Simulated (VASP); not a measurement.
# SrCl2 in VASP: further runs, part 2 of 2

VASP 6.6.1. The steps go on from the part before.

**6. Single point, PBE**

Contents of INCAR:

```
SYSTEM = SrCl2
ADDGRID = .False. ; ALGO = Normal
EDIFF = 1E-6 ; ENCUT = 550
GGA = PE ; ISIF = 2
ISMEAR = 0 ; LASPH = .True.
LCHARG = .False. ; LREAL = .False.
LWAVE = .False. ; NBANDS = 19
NELM = 100 ; PREC = Accurate
SIGMA = 0.05
```

Contents of KPOINTS:

```
k-points
0
Gamma
  6 6 6
  0 0 0
```

Contents of POSCAR:

```
SrCl2
1.0
    0.0000000000      3.4883500000      3.4883500000
    3.4883500000      0.0000000000      3.4883500000
    3.4883500000      3.4883500000      0.0000000000
Sr Cl
1 2
Direct
    0.0068970000     -0.0112840000      0.0399150000
    0.7604860000      0.7424010000      0.7508940000
    0.2477780000      0.2469560000      0.2707310000
```

Potentials or basis: VASP PAW PBE potentials, release 64 (Sr_sv, Cl).

Command:

```console
$ cat potpaw_PBE.64/Sr_sv/POTCAR potpaw_PBE.64/Cl/POTCAR > POTCAR
$ mpirun -np 1 vasp_std > vasp.out
```

OUTCAR:

```text
SYSTEM = SrCl2
   EDIFF = 1E-6
   ENCUT = 550
   GGA = PE
   ISIF = 2
   ISMEAR = 0
   LASPH = .True.
   LREAL = .False.
   NELM = 100
   PREC = Accurate

 Found    112 irreducible k-points:

 Following reciprocal coordinates:
            Coordinates               Weight
  0.000000  0.000000  0.000000      1.000000
  0.166667  0.000000  0.000000      2.000000
  0.000000  0.166667  0.000000      2.000000
  0.000000  0.000000  0.166667      2.000000
  0.166667  0.166667  0.166667      2.000000
  0.333333  0.000000  0.000000      2.000000
   k-points           NKPTS =    112   k-points in BZ     NKDIM =    112   number of bands    NBANDS=     19
   number of dos      NEDOS =    301   number of ions     NIONS =      3
   total plane-waves  NPLWV =  64000
   dimension x,y,z NGX =    40 NGY =   40 NGZ =   40
   dimension x,y,z NGXF=    80 NGYF=   80 NGZF=   80
   ions per type =               1   2
   NGX,Y,Z   is equivalent  to a cutoff of  13.48, 13.48, 13.48 a.u.
   NGXF,Y,Z  is equivalent  to a cutoff of  26.96, 26.96, 26.96 a.u.
 SYSTEM =  SrCl2
   PREC   = accura    normal or accurate (medium, high low for compatibility)
   ISTART =      0    job   : 0-new  1-cont  2-samecut
   ICHARG =      2    charge: 1-file 2-atom 10-const
   ISPIN  =      1    spin polarized calculation?
   LNONCOLLINEAR =      F non collinear calculations
   LSORBIT =      F    spin-orbit coupling
   LASPH  =      T    aspherical Exc in radial PAW
   ENCUT  =  550.0 eV  40.42 Ry    6.36 a.u.   9.43  9.43  9.43*2*pi/ulx,y,z
   NELM   =    100;   NELMIN=  2; NELMDL= -5     # of ELM steps
   EDIFF  = 0.1E-05   stopping-criterion for ELM
   LREAL  =      F    real-space projection
   EDIFFG = 0.1E-04   stopping-criterion for IOM
   NSW    =      0    number of steps for IOM
   IBRION =     -1    ionic relax: 0-MD 1-quasi-New 2-CG
   NFREE  =      0    steps in history (QN), initial steepest desc. (CG)
   ISIF   =      2    stress and relaxation
   ISYM   =      2    0-nonsym 1-usesym 2-fastsym
   POTIM  = 0.5000    time-step for ionic-motion
   TEBEG  =    0.0;   TEEND  =   0.0 temperature during run
   PSTRESS=    0.0 pullay stress
   NELECT =      24.0000    total number of electrons
   NUPDOWN=      -1.0000    fix difference up-down
   EMIN   =  10.00;   EMAX   =-10.00  energy-range for DOS
   EFERMI =   0.00;   METHOD = LEGACY
   ISMEAR =     0;   SIGMA  =   0.05  broadening in eV -4-tet -1-fermi 0-gaus
   EFERMI_NEDOS =   21; number of points for ismear=-14 and -15
   IALGO  =     38    algorithm
   IMIX   =      4    mixing-type and parameters
     AMIX     =   0.40;   BMIX     =  1.00
     AMIX_MAG =   1.60;   BMIX_MAG =  1.00
  volume/ion in A,a.u.               =      28.30       190.97
  Fermi-wavevector in a.u.,A,eV,Ry     =   1.074439  2.030396 15.706833  1.154420
  Thomas-Fermi vector in A             =   2.210267
   LORBIT       =      0    0 simple, 1 ext, 2 COOP (PROOUT), +10 PAW based schemes
   GGA     = PE    functional components
   LHFCALC =     F    Hartree Fock is set to
   AEXX    =    0.0000 exact exchange contribution
   IVDW    =     0    specifies the selected vdW correction
   LEPSILON=     F    determine dielectric tensor
   LRPA    =     F    only Hartree local field effects (RPA)
 non-spin polarized calculation
 Gauss-broadening in eV      SIGMA  =   0.05
  energy-cutoff  :      550.00
  volume of cell :       84.90
 maximum number of plane-waves:      2511
 NGX is ok and might be reduce to    40

 number of electron      24.0000000 magnetization

 Free energy of the ion-electron system (eV)
  ---------------------------------------------------
  ext. energy  EPLUGINS =         0.00000000
  ---------------------------------------------------
  free energy    TOTEN  =       -12.74455770 eV

  energy without entropy =      -12.74455770  energy(sigma->0) =      -12.74455770

 E-fermi :   0.4834     XC(G=0):  -8.2791

 val. band max:        0.1666242732   @ k =   0.5000   0.5000   0.0000
 cond. band min:       5.4810104962   @ k =   0.0000   0.0000   0.0000
 fundamental gap:      5.3143862230
 Fermi energy:         0.4834464063

 k-point     1 :       0.0000    0.0000    0.0000
  band No.  band energies     occupation
      1     -32.7197      2.00000
      2     -14.7304      2.00000
      3     -14.7177      2.00000
      4     -14.7148      2.00000
      5     -13.1483      2.00000
      6     -12.3088      2.00000
[... 11 lines left out ...]
     18       9.1900      0.00000
     19       9.4456      0.00000

 k-point     2 :       0.1667    0.0000    0.0000
  band No.  band energies     occupation
      1     -32.7189      2.00000
      2     -14.8067      2.00000
      3     -14.7283      2.00000
      4     -14.7191      2.00000
      5     -13.0076      2.00000
      6     -12.3590      2.00000
[... 11 lines left out ...]
     18       8.9744      0.00000
     19       9.8168      0.00000

 k-point     3 :       0.0000    0.1667    0.0000
  band No.  band energies     occupation
      1     -32.7189      2.00000
      2     -14.8127      2.00000
      3     -14.7281      2.00000
      4     -14.7205      2.00000
      5     -12.9946      2.00000
      6     -12.3635      2.00000
[... 11 lines left out ...]
     18       8.9066      0.00000
     19       9.8418      0.00000

 k-point     4 :       0.0000    0.0000    0.1667
  band No.  band energies     occupation
      1     -32.7189      2.00000
      2     -14.8265      2.00000
      3     -14.7222      2.00000
      4     -14.7185      2.00000
      5     -12.9834      2.00000
      6     -12.3674      2.00000
[... 11 lines left out ...]
     18       8.8311      0.00000
     19       9.9713      0.00000

 k-point     5 :       0.1667    0.1667    0.1667
  band No.  band energies     occupation
      1     -32.7189      2.00000
      2     -14.8109      2.00000
      3     -14.7252      2.00000
      4     -14.7184      2.00000
      5     -13.0070      2.00000
      6     -12.3593      2.00000
[... 11 lines left out ...]
     18       8.9641      0.00000
     19       9.9237      0.00000

 k-point     6 :       0.3333    0.0000    0.0000
  band No.  band energies     occupation
      1     -32.7173      2.00000
      2     -14.9378      2.00000
      3     -14.7399      2.00000
      4     -14.7257      2.00000
      5     -12.8070      2.00000
      6     -12.4034      2.00000
[... 11 lines left out ...]
     18       8.8781      0.00000
     19       9.2782      0.00000

 [... further k-points ...]

------------------------ aborting loop because EDIFF is reached ----------------------------------------

  FORCE on cell =-STRESS in cart. coord.  units (eV):
  Direction    XX          YY          ZZ          XY          YZ          ZX
  --------------------------------------------------------------------------------------
  -------------------------------------------------------------------------------------
  Total        0.7551773      0.7018221      0.7487919      0.1933595     -0.2446947     -0.0910440
  in kB       14.2517889     13.2448638     14.1312818      3.6491011     -4.6179051     -1.7181928
  external PRESSURE =      13.8759782 kB  Pullay stress =       0.0000000 kB

 VOLUME and BASIS-vectors are now :
 -----------------------------------------------------------------------------
  energy-cutoff  :      550.00
  volume of cell :       84.90
      direct lattice vectors                 reciprocal lattice vectors
     0.000000000  3.488350000  3.488350000    -0.143334241  0.143334241  0.143334241
     3.488350000  0.000000000  3.488350000     0.143334241 -0.143334241  0.143334241
     3.488350000  3.488350000  0.000000000     0.143334241  0.143334241 -0.143334241

 POSITION                                       TOTAL-FORCE (eV/Angst)
 -----------------------------------------------------------------------------------
      3.58822      0.16330      3.47305        -0.250839     -0.332271      0.095484
      5.20914      5.27222      5.24260         0.317442      0.232194     -0.160912
      1.80587      1.80874      1.72581        -0.066604      0.100078      0.065428
 -----------------------------------------------------------------------------------
    total drift:                               -0.000001      0.000112     -0.000054

  FREE ENERGIE OF THE ION-ELECTRON SYSTEM (eV)
  ---------------------------------------------------
  free  energy   TOTEN  =       -12.7445576954 eV

  energy  without entropy=      -12.7445576954  energy(sigma->0) =      -12.74455770
```

OSZICAR:

```text
N       E                     dE             d eps       ncg     rms          rms(c)
DAV:   1     0.142126575868E+03    0.14213E+03   -0.11659E+04  4256   0.117E+03
DAV:   2    -0.328795589963E+01   -0.14541E+03   -0.14071E+03  5530   0.229E+02
DAV:   3    -0.127579879269E+02   -0.94700E+01   -0.94392E+01  6232   0.563E+01
DAV:   4    -0.130241120448E+02   -0.26612E+00   -0.26569E+00  6643   0.782E+00
DAV:   5    -0.130277706104E+02   -0.36586E-02   -0.36581E-02  6095   0.865E-01    0.133E+01
DAV:   6    -0.127269400719E+02    0.30083E+00   -0.60228E-01  4950   0.437E+00    0.850E+00
DAV:   7    -0.127363784019E+02   -0.94383E-02   -0.37427E-01  5740   0.368E+00    0.214E+00
DAV:   8    -0.127420859115E+02   -0.57075E-02   -0.55263E-02  4745   0.131E+00    0.419E-01
DAV:   9    -0.127430634446E+02   -0.97753E-03   -0.19868E-03  5349   0.270E-01    0.152E-01
DAV:  10    -0.127444202401E+02   -0.13568E-02   -0.93098E-04  4517   0.180E-01    0.365E-02
DAV:  11    -0.127445339178E+02   -0.11368E-03   -0.77301E-05  5453   0.500E-02    0.423E-02
DAV:  12    -0.127445565136E+02   -0.22596E-04   -0.25156E-05  4567   0.262E-02    0.605E-03
DAV:  13    -0.127445575557E+02   -0.10421E-05   -0.13184E-06  5415   0.697E-03    0.390E-03
DAV:  14    -0.127445576954E+02   -0.13963E-06   -0.29024E-07  3644   0.357E-03
   1 F= -.12744558E+02 E0= -.12744558E+02  d E =-.822356E-21
```

It took 3 min on 1 thread of Intel Xeon Platinum 8488C (Sapphire Rapids), shared host; peak memory 0.36 GiB.

These settings aren't checked as converged: the numbers below hold their error.

What came out:

| Quantity | Value |
| --- | --- |
| Free energy | -12.7446 eV |
| Pressure | 1.4 GPa |
| Largest force | 0.427 eV/Å |
| Band gap on the k mesh | 5.31 eV, indirect (least direct gap 5.50 eV) |

**7. The reference run**

An earlier run on the cell as given: functional PBE; potentials or basis VASP PAW PBE potentials, release 64 (Sr_sv, Cl); cutoff 520 eV; k mesh 7 × 7 × 7; occupations fermi-dirac, width 0.05 eV; no spin polarisation.

* Pressure: 1.1 GPa
* Band gap on the k mesh: 5.37 eV, indirect (least direct gap 5.68 eV)
